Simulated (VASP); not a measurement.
# Al (Fm-3m) in VASP: single point with PBE

Aim: the single point of Al with PBE.

All numbers are computed with VASP 6.6.1; they aren't measurements. Logs are shortened: lines on timing, memory, paths and dates and some standing lists are left out, and cuts for length are marked.

## (1) The structure

Symmetry: Fm-3m, No. 225, cubic system. The conventional cell has a = 4.039 Å, b = 4.039 Å, c = 4.039 Å, α = 90.00°, β = 90.00°, γ = 90.00°. Al (site symmetry m-3m) has 12 Al at 2.86 Å as nearest neighbours.

## (2) Single point, PBE

Contents of INCAR:

```
  ALGO = Normal
  EDIFF = 1E-6
  ENCUT = 520
  GGA = PE
  ICORELEVEL = 1
  ISIF = 2
  ISMEAR = 1
  LASPH = True
  LCHARG = False
  LREAL = False
  LWAVE = False
  NELM = 80
  PREC = Accurate
  SIGMA = 0.1
```

Contents of KPOINTS:

```
k-points
0
Gamma
  13 13 26
```

Contents of POSCAR:

```
Al
1.0
    2.8562036900      0.0000000000      0.0000000000
    0.0000000000      2.8562036900      0.0000000000
    1.4281018500      1.4281018500      2.0196410000
Al
1
Direct
    0.0000000000      0.0000000000      0.0000000000
```

Potentials or basis: VASP PAW PBE potentials, release 64 (Al).

Launch:

```sh
cat potpaw_PBE.64/Al/POTCAR > POTCAR
mpirun -np 1 vasp_std > vasp.out
```

OUTCAR:

```text
EDIFF = 1E-6
   ENCUT = 520
   GGA = PE
   ISIF = 2
   ISMEAR = 1
   LASPH = True
   LREAL = False
   NELM = 80
   PREC = Accurate

 ion  position               nearest neighbor table
   1  0.000  0.000  0.000-

  LATTYP: Found a face centered cubic cell.
 ALAT       =     4.0392820047

  Lattice vectors:

 A1 = (   1.4281018500,   1.4281018500,   2.0196410000)
 A2 = (   1.4281018500,  -1.4281018400,   2.0196410000)
 A3 = (   2.8562036900,   0.0000000000,   0.0000000000)

Analysis of symmetry for initial positions (statically):
=====================================================================
 Subroutine PRICEL returns:
 Original cell was already a primitive cell.

 Routine SETGRP: Setting up the symmetry group for a
 face centered cubic supercell.

 Subroutine GETGRP returns: Found 48 space group operations
 (whereof 48 operations were pure point group operations)
 out of a pool of 48 trial point group operations.

The static configuration has the point symmetry O_h .

Analysis of symmetry for dynamics (positions and initial velocities):
=====================================================================
 Subroutine PRICEL returns:
 Original cell was already a primitive cell.

 Routine SETGRP: Setting up the symmetry group for a
 face centered cubic supercell.

 Subroutine GETGRP returns: Found 48 space group operations
 (whereof 48 operations were pure point group operations)
 out of a pool of 48 trial point group operations.

The dynamic configuration has the point symmetry O_h .

 Subroutine INISYM returns: Found 48 space group operations
 (whereof 48 operations are pure point group operations),
 and found     1 'primitive' translations

----------------------------------------------------------------------------------------

                                     Primitive cell

  volume of cell :      16.4760

  direct lattice vectors                    reciprocal lattice vectors
     2.856203690  0.000000000  0.000000000     0.350115086  0.000000000 -0.247568752
     0.000000000  2.856203690  0.000000000     0.000000000  0.350115086 -0.247568752
     1.428101850  1.428101850  2.019641000     0.000000000  0.000000000  0.495137502

  length of vectors
     2.856203690  2.856203690  2.856203697     0.428801656  0.428801656  0.495137502

  position of ions in fractional coordinates (direct lattice)
     0.000000000  0.000000000  0.000000000

  ion indices of the primitive-cell ions
   primitive index   ion index
                 1           1

----------------------------------------------------------------------------------------

 KPOINTS: k-points

Automatic generation of k-mesh.
 Grid dimensions read from file:
 generate k-points for:   13   13   26

 Generating k-lattice:

  Cartesian coordinates                     Fractional coordinates (reciprocal lattice)
     0.026931930  0.000000000 -0.019043750     0.076923077  0.000000000  0.000000000
     0.000000000  0.026931930 -0.019043750     0.000000000  0.076923077  0.000000000
     0.000000000  0.000000000  0.019043750     0.000000000  0.000000000  0.038461538

  Length of vectors
     0.032984743  0.032984743  0.019043750

  Shift w.r.t. Gamma in fractional coordinates (k-lattice)
     0.000000000  0.000000000  0.000000000

 -----------------------------------------------------------------------------
|                                                                             |
|           W    W    AA    RRRRR   N    N  II  N    N   GGGG   !!!           |
|           W    W   A  A   R    R  NN   N  II  NN   N  G    G  !!!           |
|           W    W  A    A  R    R  N N  N  II  N N  N  G       !!!           |
|           W WW W  AAAAAA  RRRRR   N  N N  II  N  N N  G  GGG   !            |
|           WW  WW  A    A  R   R   N   NN  II  N   NN  G    G                |
|           W    W  A    A  R    R  N    N  II  N    N   GGGG   !!!           |
|                                                                             |
|     Your reciprocal lattice and k-lattice belong to different lattice       |
|     classes:                                                                |
|                                                                             |
|        The reciprocal lattice is body-centered cubic,                       |
|        whereas your k-lattice is simple tetragonal.                         |
|                                                                             |
|     Results are often still useful ...                                      |
|                                                                             |
 -----------------------------------------------------------------------------

 WARNING: IBZKPT: internal override: KBLOWUP is changed to .FALSE.
      ... skipping the blow-up phase ...

 Subroutine IBZKPT returns following result:
 ===========================================

 Found    280 irreducible k-points:

 Following reciprocal coordinates:
            Coordinates               Weight
  0.000000  0.000000  0.000000      1.000000
  0.076923  0.000000  0.000000      8.000000
  0.153846  0.000000  0.000000      8.000000
  0.230769  0.000000  0.000000      8.000000
  0.307692  0.000000  0.000000      8.000000
  0.384615  0.000000  0.000000      8.000000
[... 16 lines left out ...]
  0.384615  0.153846  0.000000     24.000000
  0.461538  0.153846  0.000000     24.000000
 [... further k-points ...]
   k-points           NKPTS =    280   k-points in BZ     NKDIM =    280   number of bands    NBANDS=      5
   number of dos      NEDOS =    301   number of ions     NIONS =      1
   total plane-waves  NPLWV =  13824
   dimension x,y,z NGX =    24 NGY =   24 NGZ =   24
   dimension x,y,z NGXF=    48 NGYF=   48 NGZF=   48
   ions per type =               1
   NGX,Y,Z   is equivalent  to a cutoff of  13.97, 13.97, 13.97 a.u.
   NGXF,Y,Z  is equivalent  to a cutoff of  27.94, 27.94, 27.94 a.u.
 SYSTEM =  unknown system
   PREC   = accura    normal or accurate (medium, high low for compatibility)
   ISTART =      0    job   : 0-new  1-cont  2-samecut
   ICHARG =      2    charge: 1-file 2-atom 10-const
   ISPIN  =      1    spin polarized calculation?
   LNONCOLLINEAR =      F non collinear calculations
   LSORBIT =      F    spin-orbit coupling
   LASPH  =      T    aspherical Exc in radial PAW
   ENCUT  =  520.0 eV  38.22 Ry    6.18 a.u.   5.31  5.31  5.31*2*pi/ulx,y,z
   NELM   =     80;   NELMIN=  2; NELMDL= -5     # of ELM steps
   EDIFF  = 0.1E-05   stopping-criterion for ELM
   LREAL  =      F    real-space projection
   EDIFFG = 0.1E-04   stopping-criterion for IOM
   NSW    =      0    number of steps for IOM
   IBRION =     -1    ionic relax: 0-MD 1-quasi-New 2-CG
   NFREE  =      0    steps in history (QN), initial steepest desc. (CG)
   ISIF   =      2    stress and relaxation
   ISYM   =      2    0-nonsym 1-usesym 2-fastsym
   POTIM  = 0.5000    time-step for ionic-motion
   TEBEG  =    0.0;   TEEND  =   0.0 temperature during run
   PSTRESS=    0.0 pullay stress
   NELECT =       3.0000    total number of electrons
   NUPDOWN=      -1.0000    fix difference up-down
   EMIN   =  10.00;   EMAX   =-10.00  energy-range for DOS
   EFERMI =   0.00;   METHOD = LEGACY
   ISMEAR =     1;   SIGMA  =   0.10  broadening in eV -4-tet -1-fermi 0-gaus
   EFERMI_NEDOS =   21; number of points for ismear=-14 and -15
   IALGO  =     38    algorithm
   IMIX   =      4    mixing-type and parameters
     AMIX     =   0.40;   BMIX     =  1.00
     AMIX_MAG =   1.60;   BMIX_MAG =  1.00
  volume/ion in A,a.u.               =      16.48       111.19
  Fermi-wavevector in a.u.,A,eV,Ry     =   0.927893  1.753463 11.714409  0.860985
  Thomas-Fermi vector in A             =   2.054011
   LORBIT       =      0    0 simple, 1 ext, 2 COOP (PROOUT), +10 PAW based schemes
   GGA     = PE    functional components
   LHFCALC =     F    Hartree Fock is set to
   AEXX    =    0.0000 exact exchange contribution
   IVDW    =     0    specifies the selected vdW correction
   LEPSILON=     F    determine dielectric tensor
   LRPA    =     F    only Hartree local field effects (RPA)
 non-spin polarized calculation
 Methfessel and Paxton  Order N= 1 SIGMA  =   0.10
  energy-cutoff  :      520.00
  volume of cell :       16.48
 maximum number of plane-waves:       459
 NGX is ok and might be reduce to    24
   NGX = 11   NGY = 11   NGZ = 11

 number of electron       3.0000000 magnetization

 Free energy of the ion-electron system (eV)
  ---------------------------------------------------
  ext. energy  EPLUGINS =         0.00000000
  ---------------------------------------------------
  free energy    TOTEN  =        -3.74623245 eV

  energy without entropy =       -3.74617607  energy(sigma->0) =       -3.74621365

 the core state eigenenergies are
   1-  1s  -1498.1838  2s    -95.4098  2p    -56.8691

 E-fermi :   7.9837     XC(G=0): -10.2018

 val. band max:        7.9797094377   @ k =  -0.3077  -0.3077   0.1154
 cond. band min:       8.0211019761   @ k =  -0.4615   0.2308   0.0000
 fundamental gap:      0.0413925383
 Fermi energy:         7.9836889747

 k-point     1 :       0.0000    0.0000    0.0000
  band No.  band energies     occupation
      1      -3.1291      2.00000
      2      20.6426      0.00000
      3      20.6426      0.00000
      4      20.6426      0.00000
      5      22.1456      0.00000

 k-point     2 :       0.0769    0.0000    0.0000
  band No.  band energies     occupation
      1      -2.9681      2.00000
      2      18.2847      0.00000
      3      20.1355      0.00000
      4      20.1355      0.00000
      5      22.7989      0.00000

 k-point     3 :       0.1538    0.0000    0.0000
  band No.  band energies     occupation
      1      -2.4863      2.00000
      2      15.1745      0.00000
      3      19.4689      0.00000
      4      19.4689      0.00000
      5      22.6596      0.00000
[... 249 lines left out ...]
 k-point    35 :      -0.3846    0.2308   -0.0000
  band No.  band energies     occupation
      1       0.6838      2.00000
      2      10.5095      0.00000
      3      13.9537      0.00000
      4      15.1257      0.00000
      5      16.6920      0.00000

 k-point    36 :      -0.3077    0.2308   -0.0000
  band No.  band energies     occupation
      1      -0.4173      2.00000
      2      13.1839      0.00000
      3      15.3505      0.00000
      4      15.4454      0.00000
      5      16.5749      0.00000

 k-point    37 :      -0.2308    0.2308    0.0000
  band No.  band energies     occupation

------------------------ aborting loop because EDIFF is reached ----------------------------------------

  FORCE on cell =-STRESS in cart. coord.  units (eV):
  Direction    XX          YY          ZZ          XY          YZ          ZX
  --------------------------------------------------------------------------------------
  -------------------------------------------------------------------------------------
  Total        0.0036598      0.0036598      0.0036598      0.0000000      0.0000000      0.0000000
  in kB        0.3558874      0.3558874      0.3558874      0.0000000      0.0000000      0.0000000
  external PRESSURE =       0.3558874 kB  Pullay stress =       0.0000000 kB

 VOLUME and BASIS-vectors are now :
 -----------------------------------------------------------------------------
  energy-cutoff  :      520.00
  volume of cell :       16.48
      direct lattice vectors                 reciprocal lattice vectors
     2.856203690  0.000000000  0.000000000     0.350115086  0.000000000 -0.247568752
     0.000000000  2.856203690  0.000000000     0.000000000  0.350115086 -0.247568752
     1.428101850  1.428101850  2.019641000     0.000000000  0.000000000  0.495137502

 POSITION                                       TOTAL-FORCE (eV/Angst)
 -----------------------------------------------------------------------------------
      0.00000      0.00000      0.00000         0.000000      0.000000      0.000000
 -----------------------------------------------------------------------------------
    total drift:                                0.000000      0.000000     -0.000000

  FREE ENERGIE OF THE ION-ELECTRON SYSTEM (eV)
  ---------------------------------------------------
  free  energy   TOTEN  =        -3.7462324463 eV

  energy  without entropy=       -3.7461760699  energy(sigma->0) =       -3.74621365
```

Run time: 7.2 s. Hardware: 1 thread of Intel Xeon 6975P-C (Granite Rapids), shared host; peak memory 0.14 GiB.

Results:

* Free energy: -3.7462 eV
* Pressure: 0.0 GPa
* Band gap on the k mesh: none (metal or under the smearing width)

Levels at points of the mesh, in eV from the Fermi level:
```
           k point  band 1  band 2  band 3  band 4
(0.00, 0.00, 0.00)  -11.11   12.66   12.66   12.66
(0.00, 0.00, 0.50)   -2.90   -1.57    5.29    5.63
```

Core levels (eV, on the scale of the bands):
| atom | levels |
| --- | --- |
| 1 Al | 1s -1498.2, 2s -95.4, 2p -56.9 |
